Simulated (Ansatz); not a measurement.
# Σ5 (310) boundary in bcc Ta with Ag (substitutional): structure and resistance

How much does the Σ5 (310) boundary in bcc Ta with Ag (substitutional) reflect electrons?

Method: Ansatz plane-wave DFT, PBE, PAW files; relaxation of a bicrystal slab with its lowest layers held; PAW set soft_1, in the first sound run; inputs show where later runs differ, in Ansatz 0.2.0.

### Step 1. The structure

The cell holds 19 atoms: 18 Ta and 1 Ag. Its edges and angles: a = 5.477 Å, b = 3.303 Å, c = 30.199 Å, α = 90.0°, β = 90.0°, γ = 72.5°. It derives from Ta. built on the (3 1 0) plane; 1 overlapping atoms removed and the grains opened by 0.4 Å. Vacuum lies along c.

### Step 2. Relaxing the bicrystal

The boundary is built by mirroring the lower grain in the boundary plane and removing any atoms that overlap; then the Ag is put in at the boundary. A thin bicrystal slab is relaxed first, with the lowest layers held and the upper grain free to shift and open.

Contents of input.yaml:

```yaml
crystal:
  lattice:
    - [5.4766761838, 0.0, 0.0]
    - [0.9957593061, 3.1488674087, 0.0]
    - [0.0, 0.0, 30.1985010762]
  atoms:
    - { symbol: Ta, position: [0.7999999999, 0.6, 0.1655711317] }
    - { symbol: Ta, position: [0.1999999999, 0.9, 0.2001543439] }
    - { symbol: Ta, position: [0.5999999999, 0.2, 0.2347375561] }
    - { symbol: Ta, position: [1.0, 0.5, 0.2693207683] }
    - { symbol: Ta, position: [0.4, 0.8, 0.3039039805] }
    - { symbol: Ta, position: [0.8, 0.1, 0.3384871927] }
    - { symbol: Ta, position: [0.2, 0.4, 0.373070405] }
    - { symbol: Ta, position: [0.6, 0.7, 0.4076536172] }
    - { symbol: Ag, position: [0.0, 0.0, 0.4422368294] }
    - { symbol: Ta, position: [0.6, 0.7, 0.4900657321] }
    - { symbol: Ta, position: [0.2, 0.4, 0.5246489443] }
    - { symbol: Ta, position: [0.8, 0.1, 0.5592321565] }
    - { symbol: Ta, position: [0.4, 0.8, 0.5938153687] }
    - { symbol: Ta, position: [1.0, 0.5, 0.6283985809] }
    - { symbol: Ta, position: [0.5999999999, 0.2, 0.6629817931] }
    - { symbol: Ta, position: [0.1999999999, 0.9, 0.6975650053] }
    - { symbol: Ta, position: [0.7999999999, 0.6, 0.7321482175] }
    - { symbol: Ta, position: [0.3999999999, 0.3, 0.7667314297] }
    - { symbol: Ta, position: [0.9999999999, 0.0, 0.8013146419] }
kpoints:
  mp_grid: { grid: [7, 7, 1] }
hamiltonian:
  xc: pbe
  pseudopotentials: { kind: paw, azcp: { folder: soft_1 } }
scf:
  occupations: { method: fermi_dirac, width: 0.1 }
relax:
  f_tol: 0.03
  max_steps: 80
  constraints: [{ sites: [0, 1, 2] }]
```

On the command line:

```sh
$ ansatz run input.yaml --threads 4 --pin off --max-ram 15360MiB --backend cpu --events-out ev --progress --plain --runs-dir out
```

Numbers of over 12 decimals in the logs are rounded to 6 here.

The log of the run:

```text
Engine: ansatz 0.2.0, aarch64-unknown-linux-gnu
Pseudopotentials: kind: paw
Pseudopotential: Ta, paw, valence charge 13, recommended cutoff 420 eV (normal), soft_1/Ta.paw.azcp
Pseudopotential: Ag, paw, valence charge 19, recommended cutoff 420 eV (normal), soft_1/Ag.paw.azcp
Functional definition: PBE
  parameter kappa = 0.804
  parameter beta = 0.066725
  exchange = pbe_x(kappa = kappa, mu = beta*pi^2/3)
  correlation = pbe_c(beta = beta)
Crystal: 19 atoms, lattice volume = 520.783 Å³
Basis set: ecut = 420 eV, 10209 PW (Γ), exchange–correlation on 80×48×432 points (8 copies of the dense FFT grid, shifted against one another)
Bands: 152, of which v1, the nominal top of the filled ones, is band 127 counted from 1 (126 counted from 0)
Symmetry: 2 space group operations
Space group: Cm (ITA 8), of the structure as read, at distance tolerance 8.0e-5 Å
k-points: 16 of 49 (time reversal used)
Non-local potential: Ta, projectors of the file, l = 0: 3, l = 1: 2, l = 2: 2, l = 3: 1
Non-local potential: Ag, projectors of the file, l = 0: 3, l = 1: 2, l = 2: 2, l = 3: 1
PAW form: soft (Blöchl's): semilocal exchange-correlation on the pseudo side does not see the compensation charge
PAW one-centre angular grid: Ta, 590 points (default); XC on 64 Gauss nodes
PAW one-centre angular grid: Ag, 590 points (default); XC on 64 Gauss nodes
Initial density: superposition of atomic densities (neutral atoms: chi_scale 0, normalization atom)
Initial wavefunctions: pseudopotential atomic-orbital guess
Functional: x = pbe(κ = 0.804, μ = 0.219515), c = pbe(β = 0.066725)
SCF iter   1: F=—  HF=-186394.830368 eV  |F-HF|=—  |Δ(HF+E_count)|=         —  Δρ=7.43e-2  dr2=2.46e2  ethr=3.10e-3  ⟨swp⟩=9.2  Hψ=11372  notcnv=0  defer=3
preconditioner: auto → LDOS  [metal: Δε(μ)=0.022 eV  Ē_g=4.326 eV  σ=0.100 eV  W_gap=0.05  n_scr=122 (ndim 8)  ℏωp=16.4 eV  f_vac=0.267  D(μ)=15.29/eV (n_scr^D=104)  β→1.0]
SCF iter   2: F=—  HF=-186393.374759 eV  |F-HF|=—  |Δ(HF+E_count)|=    1.46e0  Δρ=6.23e-2  dr2=7.27e2  ethr=3.10e-3  ⟨swp⟩=14.8  Hψ=14373  notcnv=0  defer=19  recentre
SCF iter   3: F=—  HF=-186383.493614 eV  |F-HF|=—  |Δ(HF+E_count)|=    9.88e0  Δρ=2.63e-2  dr2=6.81e1  ethr=3.10e-3  ⟨swp⟩=13.3  Hψ=11624  notcnv=0  defer=24
SCF iter   4: F=—  HF=-186380.885642 eV  |F-HF|=—  |Δ(HF+E_count)|=    2.61e0  Δρ=1.20e-2  dr2=5.57e0  ethr=3.10e-3  ⟨swp⟩=6.8  Hψ=5124  notcnv=0  defer=26
SCF iter   5: F=—  HF=-186380.599591 eV  |F-HF|=—  |Δ(HF+E_count)|=   2.86e-1  Δρ=3.91e-3  dr2=2.02e-1  ethr=2.20e-3  ⟨swp⟩=3.2  Hψ=3646  notcnv=0  defer=17
SCF iter   6: F=—  HF=-186380.583460 eV  |F-HF|=—  |Δ(HF+E_count)|=   1.61e-2  Δρ=1.69e-3  dr2=2.59e-1  ethr=7.97e-5  ⟨swp⟩=4.7  Hψ=4392  notcnv=0  defer=18
SCF iter   7: F=—  HF=-186380.577112 eV  |F-HF|=—  |Δ(HF+E_count)|=   6.35e-3  Δρ=4.98e-4  dr2=2.70e-2  ethr=7.97e-5  ⟨swp⟩=1.9  Hψ=2759  notcnv=0  defer=10
SCF iter   8: F=—  HF=-186380.576750 eV  |F-HF|=—  |Δ(HF+E_count)|=   3.62e-4  Δρ=1.78e-4  dr2=2.87e-3  ethr=1.07e-5  ⟨swp⟩=2.4  Hψ=2990  notcnv=0  defer=8
SCF iter   9: F=—  HF=-186380.577515 eV  |F-HF|=—  |Δ(HF+E_count)|=   7.65e-4  Δρ=4.81e-5  dr2=5.87e-5  ethr=1.14e-6  ⟨swp⟩=2.3  Hψ=3207  notcnv=0  defer=8
SCF iter  10: F=—  HF=-186380.577618 eV  |F-HF|=—  |Δ(HF+E_count)|=   1.03e-4  Δρ=2.34e-5  dr2=1.63e-5  ethr=8.89e-9  ⟨swp⟩=5.8  Hψ=8981  notcnv=0
SCF iter  11: F=-186380.577617 eV  HF=-186380.577617 eV  |F-HF|=3.03e-8  |Δ(HF+E_count)|=   6.27e-7  Δρ=6.00e-6  dr2=3.74e-7  ethr=6.45e-9  ⟨swp⟩=2.1  Hψ=7484  notcnv=0
SCF 1 converged in 11 iterations: F = -186380.577617 eV  dr2 = 3.74e-7
  greatest PAW one-centre occupation: 1.002 electrons in one spin orbital (limit 2), on the Ag atom at site 8 (counted from 0), in its partial waves of l = 0
relax step   1: F+E_penalty+E_count = -186380.57761710 eV  Δ(F+E_penalty+E_count) = +0.000e0 eV  max|allowed force component| = 2.418e0 eV/Å  Δτ_max = 0.0000 Å  (11 SCF iters, dr2 threshold 2.25e-5 eV, accepted)
Initial density: handed on by an earlier stage of this run
Initial wavefunctions: those handed on with the density
iter 1 solved again at ethr=3.04e-3 eV; its pass at ethr=3.10e-3 eV (dr2=7.70e0 eV) is discarded
SCF iter   1: F=—  HF=-186381.748245 eV  |F-HF|=—  |Δ(HF+E_count)|=         —  Δρ=1.52e-2  dr2=7.88e0  ethr=3.04e-3  ⟨swp⟩=1.2  Hψ=8229  notcnv=0  defer=6
preconditioner: auto → LDOS  [metal: Δε(μ)=0.013 eV  Ē_g=4.057 eV  σ=0.100 eV  W_gap=0.03  n_scr=122 (ndim 8)  ℏωp=16.4 eV  f_vac=0.276  D(μ)=21.19/eV (n_scr^D=194)  β→1.0]
SCF iter   2: F=—  HF=-186381.355798 eV  |F-HF|=—  |Δ(HF+E_count)|=   3.92e-1  Δρ=8.03e-3  dr2=1.29e0  ethr=3.04e-3  ⟨swp⟩=3.8  Hψ=3509  notcnv=0  defer=8
SCF iter   3: F=—  HF=-186381.231237 eV  |F-HF|=—  |Δ(HF+E_count)|=   1.25e-1  Δρ=2.78e-3  dr2=1.42e-1  ethr=5.08e-4  ⟨swp⟩=3.3  Hψ=4507  notcnv=0  defer=8
SCF iter   4: F=—  HF=-186381.207007 eV  |F-HF|=—  |Δ(HF+E_count)|=   2.42e-2  Δρ=5.68e-4  dr2=6.70e-3  ethr=5.60e-5  ⟨swp⟩=2.6  Hψ=4233  notcnv=0  defer=7
SCF iter   5: F=—  HF=-186381.206879 eV  |F-HF|=—  |Δ(HF+E_count)|=   1.28e-4  Δρ=1.84e-4  dr2=4.83e-4  ethr=2.65e-6  ⟨swp⟩=2.0  Hψ=3325  notcnv=0  defer=6
SCF iter   6: F=-186381.206869 eV  HF=-186381.206884 eV  |F-HF|=1.44e-5  |Δ(HF+E_count)|=   4.62e-6  Δρ=6.06e-5  dr2=3.34e-5  ethr=3.95e-8  ⟨swp⟩=3.1  Hψ=9598  notcnv=0
SCF 2 converged in 6 iterations: F = -186381.206869 eV  dr2 = 3.34e-5
relax step   2: F+E_penalty+E_count = -186381.20686939 eV  Δ(F+E_penalty+E_count) = -6.293e-1 eV  max|allowed force component| = 7.916e-1 eV/Å  Δτ_max = 0.1949 Å  (6 SCF iters, dr2 threshold 1.00e-4 eV, accepted)
iter 1 solved again at ethr=1.09e-3 eV; its pass at ethr=3.10e-3 eV (dr2=2.76e0 eV) is discarded
SCF iter   1: F=—  HF=-186381.387932 eV  |F-HF|=—  |Δ(HF+E_count)|=         —  Δρ=6.45e-3  dr2=2.87e0  ethr=1.09e-3  ⟨swp⟩=1.4  Hψ=7229  notcnv=0  defer=6
preconditioner: auto → LDOS  [metal: Δε(μ)=0.023 eV  Ē_g=4.046 eV  σ=0.100 eV  W_gap=0.06  n_scr=122 (ndim 8)  ℏωp=16.4 eV  f_vac=0.276  D(μ)=21.07/eV (n_scr^D=190)  β→1.0]
SCF iter   2: F=—  HF=-186381.303635 eV  |F-HF|=—  |Δ(HF+E_count)|=   8.43e-2  Δρ=2.05e-3  dr2=4.46e-2  ethr=1.09e-3  ⟨swp⟩=2.5  Hψ=2676  notcnv=0  defer=7
SCF iter   3: F=—  HF=-186381.300123 eV  |F-HF|=—  |Δ(HF+E_count)|=   3.51e-3  Δρ=1.15e-3  dr2=2.05e-2  ethr=1.76e-5  ⟨swp⟩=2.8  Hψ=4416  notcnv=0  defer=6
SCF iter   4: F=—  HF=-186381.296714 eV  |F-HF|=—  |Δ(HF+E_count)|=   3.41e-3  Δρ=2.83e-4  dr2=1.59e-3  ethr=8.11e-6  ⟨swp⟩=2.0  Hψ=3848  notcnv=0  defer=6
SCF iter   5: F=—  HF=-186381.296533 eV  |F-HF|=—  |Δ(HF+E_count)|=   1.81e-4  Δρ=8.08e-5  dr2=1.35e-4  ethr=6.30e-7  ⟨swp⟩=2.0  Hψ=3341  notcnv=0  defer=6
SCF iter   6: F=-186381.296510 eV  HF=-186381.296515 eV  |F-HF|=5.46e-6  |Δ(HF+E_count)|=   1.76e-5  Δρ=2.43e-5  dr2=8.58e-6  ethr=1.55e-8  ⟨swp⟩=3.0  Hψ=9550  notcnv=0
SCF 3 converged in 6 iterations: F = -186381.296510 eV  dr2 = 8.58e-6
relax step   3: F+E_penalty+E_count = -186381.29650987 eV  Δ(F+E_penalty+E_count) = -8.964e-2 eV  max|allowed force component| = 1.390e-1 eV/Å  Δτ_max = 0.0922 Å  (6 SCF iters, dr2 threshold 3.92e-5 eV, accepted)
[...]
relax step   4: F+E_penalty+E_count = -186381.30303590 eV  Δ(F+E_penalty+E_count) = -6.526e-3 eV  max|allowed force component| = 4.889e-2 eV/Å  Δτ_max = 0.0585 Å  (7 SCF iters, dr2 threshold 1.21e-6 eV, accepted)
[...]
relax step   5: F+E_penalty+E_count = -186381.30381808 eV  Δ(F+E_penalty+E_count) = -7.822e-4 eV  max|allowed force component| = 6.242e-2 eV/Å  Δτ_max = 0.0256 Å  (7 SCF iters, accepted)
[...]
relax step   6: F+E_penalty+E_count = -186381.30497498 eV  Δ(F+E_penalty+E_count) = -1.157e-3 eV  max|allowed force component| = 3.050e-2 eV/Å  Δτ_max = 0.0178 Å  (7 SCF iters, accepted)
[...]
relax step   7: F+E_penalty+E_count = -186381.30463849 eV  Δ(F+E_penalty+E_count) = +3.365e-4 eV  max|allowed force component| = 7.849e-2 eV/Å  Δτ_max = 0.0179 Å  (7 SCF iters, rejected (line search))
SCF iter   1: F=—  HF=-186381.305768 eV  |F-HF|=—  |Δ(HF+E_count)|=         —  Δρ=7.40e-4  dr2=1.09e-2  ethr=4.66e-5  ⟨swp⟩=2.0  Hψ=3971  notcnv=0  defer=6
preconditioner: auto → LDOS  [metal: Δε(μ)=0.006 eV  Ē_g=4.028 eV  σ=0.100 eV  W_gap=0.02  n_scr=122 (ndim 8)  ℏωp=16.4 eV  f_vac=0.274  D(μ)=21.46/eV (n_scr^D=194)  β→1.0]
SCF iter   2: F=—  HF=-186381.305109 eV  |F-HF|=—  |Δ(HF+E_count)|=   6.59e-4  Δρ=2.59e-4  dr2=7.38e-4  ethr=4.32e-6  ⟨swp⟩=2.0  Hψ=3324  notcnv=0  defer=6
SCF iter   3: F=—  HF=-186381.305039 eV  |F-HF|=—  |Δ(HF+E_count)|=   6.98e-5  Δρ=9.48e-5  dr2=1.45e-4  ethr=2.92e-7  ⟨swp⟩=2.1  Hψ=4113  notcnv=0  defer=6
SCF iter   4: F=—  HF=-186381.305009 eV  |F-HF|=—  |Δ(HF+E_count)|=   2.99e-5  Δρ=2.14e-5  dr2=5.17e-6  ethr=5.73e-8  ⟨swp⟩=2.6  Hψ=4194  notcnv=0  defer=6
SCF iter   5: F=—  HF=-186381.305343 eV  |F-HF|=—  |Δ(HF+E_count)|=   3.34e-4  Δρ=6.98e-6  dr2=8.56e-7  ethr=2.04e-9  ⟨swp⟩=3.2  Hψ=4271  notcnv=0  defer=6
SCF iter   6: F=-186381.305343 eV  HF=-186381.305343 eV  |F-HF|=2.21e-8  |Δ(HF+E_count)|=   5.48e-8  Δρ=2.14e-6  dr2=6.40e-8  ethr=3.95e-11  ⟨swp⟩=3.9  Hψ=10022  notcnv=0
SCF 8 converged in 6 iterations: F = -186381.305343 eV  dr2 = 6.40e-8
relax step   8: F+E_penalty+E_count = -186381.30534291 eV  Δ(F+E_penalty+E_count) = -3.679e-4 eV  max|allowed force component| = 9.945e-3 eV/Å  Δτ_max = 0.0085 Å  (6 SCF iters, accepted)
SCF converged after 6 iterations
Free energy (F): -186381.305343 eV
Harris-Foulkes:  -186381.305343 eV  (|F-HF|=2.21e-8)
Internal energy: -186380.603764 eV  (E = F + TS)
E sigma→0 (E₀):  -186380.954554 eV
Entropy (-TS):   -0.701579 eV (-36.925 meV/atom)
Fermi energy:    11.022054 eV
--- Per-component energies (eV) ---
  E_band       = -4056.504190
  E_kinetic    = 7529.548048
  E_local      = -197068.445091  (includes V_loc(G=0)·N_el)
  E_nonlocal   = -167.815757
  E_hartree    = 96195.399850
  E_xc         = -5929.707254
  E_vxc        = -4390.948485  (∫ρ·V_xc dr)
  E_paw        = -153435.151421  (= ΣΔE_a)
  E_vpaw       = -2349.691239  (= ΣTr[D̂ρ^β])
  E_aug_tail   = 0.002067  (compensation charges beyond the density's cutoff)
  E_ewald      = 66495.565794
  E_smearing   = -0.701579  (= −TS)
  E_closure    = -0.000000  (closes the sum)
  Σ components = -186381.305343   (vs F -186381.305343, Δ=0.00e0)
--- Forces (eV/Å), atoms counted from 1 ---
  atom   1  Ta     0.00415651    -0.00131440     1.71122016
  atom   2  Ta    -0.48548633     0.15352426    -0.74996969
  atom   3  Ta     0.48472426    -0.15328327    -0.96160670
  atom   4  Ta    -0.00130974     0.00041418    -0.00008718
  atom   5  Ta    -0.00081272     0.00025700     0.00004023
  atom   6  Ta    -0.00081995     0.00025929    -0.00005407
  atom   7  Ta     0.00148564    -0.00046980    -0.00213889
  atom   8  Ta     0.00905895    -0.00286469     0.00146828
  atom   9  Ag    -0.00105464     0.00033351     0.00527789
  atom  10  Ta    -0.00994548     0.00314504    -0.00759804
  atom  11  Ta    -0.00315677     0.00099826    -0.00260673
  atom  12  Ta     0.00707464    -0.00223720     0.00275531
  atom  13  Ta    -0.00001007     0.00000318     0.00176363
  atom  14  Ta    -0.00080842     0.00025564     0.00129374
  atom  15  Ta     0.00054369    -0.00017193     0.00074526
  atom  16  Ta    -0.00172872     0.00054667    -0.00316545
  atom  17  Ta    -0.00030391     0.00009610     0.00226209
  atom  18  Ta     0.00020535    -0.00006494    -0.00104152
  atom  19  Ta    -0.00180206     0.00056986     0.00141960
  max |Σ_I F_I| component: 2.21e-5 eV/Å
--- Relaxed structure (8 steps of the walk, 7 accepted, 0 SCFs on fresh bases) ---
  F+E_penalty+E_count = -186381.30534291 eV   max|allowed force component| = 9.945e-3 eV/Å
  atoms:
    - { symbol: Ta, position: [0.7999999999, 0.600000, 0.165571] }
    - { symbol: Ta, position: [0.200000, 0.900000, 0.200154] }
    - { symbol: Ta, position: [0.600000, 0.200000, 0.234738] }
    - { symbol: Ta, position: [1.003428, 0.498286, 0.268197] }
    - { symbol: Ta, position: [0.402314, 0.798843, 0.305534] }
    - { symbol: Ta, position: [0.810179, 0.094910, 0.338486] }
    - { symbol: Ta, position: [0.207790, 0.396105, 0.374644] }
    - { symbol: Ta, position: [0.607268, 0.696366, 0.402729] }
    - { symbol: Ag, position: [0.024332, -0.012166, 0.448993] }
    - { symbol: Ta, position: [0.602938, 0.698531, 0.495078] }
    - { symbol: Ta, position: [0.201466, 0.399267, 0.523801] }
    - { symbol: Ta, position: [0.803793, 0.098104, 0.559617] }
    - { symbol: Ta, position: [0.400596, 0.799702, 0.592937] }
    - { symbol: Ta, position: [0.999927, 0.500037, 0.628442] }
    - { symbol: Ta, position: [0.591237, 0.204381, 0.663740] }
    - { symbol: Ta, position: [0.193264, 0.903368, 0.700315] }
    - { symbol: Ta, position: [0.791709, 0.604145, 0.733600] }
    - { symbol: Ta, position: [0.377565, 0.311218, 0.769541] }
    - { symbol: Ta, position: [0.973722, 0.013139, 0.796452] }
```

Wall time 4.3 min (4 threads of Arm Neoverse V2, shared host); peak memory 2.2 GiB; 17 min of CPU time.

The steps of the relaxation:

| step | energy less that of the first step (eV) | largest force component (eV/Å) |
| --- | --- | --- |
| 1 | 0.0000 | 2.4179 |
| 2 | -0.6293 | 0.7916 |
| 3 | -0.7189 | 0.1390 |
| 4 | -0.7254 | 0.0489 |
| 5 | -0.7262 | 0.0624 |
| 6 | -0.7274 | 0.0305 |
| 7 | -0.7270 | 0.0785 |
| 8 | -0.7277 | 0.0099 |

Relaxation step 7 was tried and not accepted.

Forces are held to the 2 operations that the run works with; a distortion that breaks them can't arise in this run.

The atoms that moved most (Å):

| atom | dx | dy | dz | length |
| --- | --- | --- | --- | --- |
| Ag9 | 0.121 | -0.038 | 0.204 | 0.240 |
| Ta19 | -0.131 | 0.041 | -0.147 | 0.201 |
| Ta8 | 0.036 | -0.011 | -0.149 | 0.153 |
| Ta10 | 0.015 | -0.005 | 0.151 | 0.152 |
| Ta18 | -0.112 | 0.035 | 0.085 | 0.145 |
| Ta16 | -0.034 | 0.011 | 0.083 | 0.090 |
| Ta7 | 0.039 | -0.012 | 0.048 | 0.063 |
| Ta17 | -0.041 | 0.013 | 0.044 | 0.062 |

Numbers from this step:

* free energy: -186381.3053 eV
* energy at zero smearing: -186380.9546 eV
* Fermi energy: 11.02 eV

The largest force component on a free atom ends at 0.0099 eV/Å, under the tolerance of 0.03, after 8 steps.

(Continued in part 2 of 2.)

[Logs are printed without paths, hosts, clocks, repeated set-up lines and the standing remarks that a program may print on its own settings, such as how far it seeks lower states.]

[Hosts, paths, dates, database ids (printed as entryN), source tags and the programs' standing remarks are cut or masked in the printed files.]
